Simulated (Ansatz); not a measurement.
Crystal: ZrSe2.

```xyz
3
Lattice="3.7980 0.0000 0.0000 -1.8990 3.2892 0.0000 0.0000 0.0000 6.1920" Properties=species:S:1:pos:R:3 pbc="T T T"
Zr    0.0000    0.0000    0.0000
Se    1.8990    1.0964    4.6440
Se    0.0000    2.1928    1.5480
```

Program: Ansatz 0.2.0. Alike in all runs: task density of states; potentials or basis all-electron LAPW, scalar-relativistic; no spin polarisation; cell as given; k mesh 8 × 8 × 5; cutoff (eV) 216; smearing fermi-dirac 0.05 eV; basis error allowed 0.002 eV/atom.

Task: Order these runs on this cell by their band gap on the k mesh, lowest first.
A. level PBEsol
B. level PBEsol+U; U Zr d U = 4 eV
C. level PBEsol+U; U Zr d U = 8 eV
D. level PBEsol+U; U Zr d U = 6 eV
E. level PBEsol+U; U Zr d U = 2 eV

Result: A (0.36 eV), E (0.64 eV), B (1.02 eV), D (1.53 eV), C (2.17 eV).

Caveats: an odd mesh through Γ misses points on the zone boundary, where band edges often lie; the density of states is complete only up to the lowest level of the last band computed; U is the effective U less J, on atomic orbitals that reach past the spheres (some runs).

Runs at the PBE level aren't shown here.
